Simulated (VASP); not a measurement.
Here is a VASP 6.6.1 calculation.

File INCAR:

```
ALGO     = Normal         # electronic algorithm
EDIFF    = 1E-8           # SCF threshold, eV
ENCUT    = 500            # plane-wave cutoff, eV
GGA      = PE             # functional
ISIF     = 2              # what is computed and relaxed
ISMEAR   = -1             # smearing method
IVDW     = 11             # dispersion correction
LASPH    = T              # aspherical terms in the spheres
LCHARG   = F              # write CHGCAR
LEPSILON = T              # dielectric tensor by DFPT
LREAL    = F              # projectors in reciprocal space
LWAVE    = F              # write WAVECAR
NELM     = 60             # most SCF steps
PREC     = Accurate       # precision mode
SIGMA    = 0.05           # smearing width, eV
```

The input KPOINTS:

```
k-points
0
Gamma
  8 8 8
```

Contents of POSCAR:

```
Si
1.0
   -3.3254442900      3.3254442900      1.9223856600
    3.3254442900     -3.3254442900      1.9223856600
    3.3254442900      3.3254442900     -1.9223856600
Si
4
Direct
    0.8211989400      0.1788010600      0.0000000000
    0.1788010600      0.8211989400      0.0000000000
    0.8211989400      0.8211989400      0.6423978800
    0.1788010600      0.1788010600      0.3576021200
```

Potentials or basis: VASP PAW PBE potentials, release 64 (Si).

Launch:

```bash
$ cat potpaw_PBE.64/Si/POTCAR > POTCAR
$ mpirun -np 1 vasp_std > vasp.out
```

**Question.** What does it give for the electronic dielectric tensor (diagonal)?

**Answer.** 13.13, 13.13, 12.09.

**Question.** What does it give for the Born charges (mean of the diagonal)?

**Answer.** Si +0.00 e.

**Question.** Estimate the dispersion energy per atom.

**Answer.** -0.140 eV.

Born effective charge tensors (e):
atom 1, Si
```
 0.00 -0.29  0.00
-0.29  0.00  0.00
 0.00  0.00  0.00
```
atom 2, Si
```
 0.00 -0.29  0.00
-0.29  0.00  0.00
 0.00  0.00  0.00
```
atom 3, Si
```
0.00 0.29 0.00
0.29 0.00 0.00
0.00 0.00 0.00
```
atom 4, Si
```
0.00 0.29 0.00
0.29 0.00 0.00
0.00 0.00 0.00
```
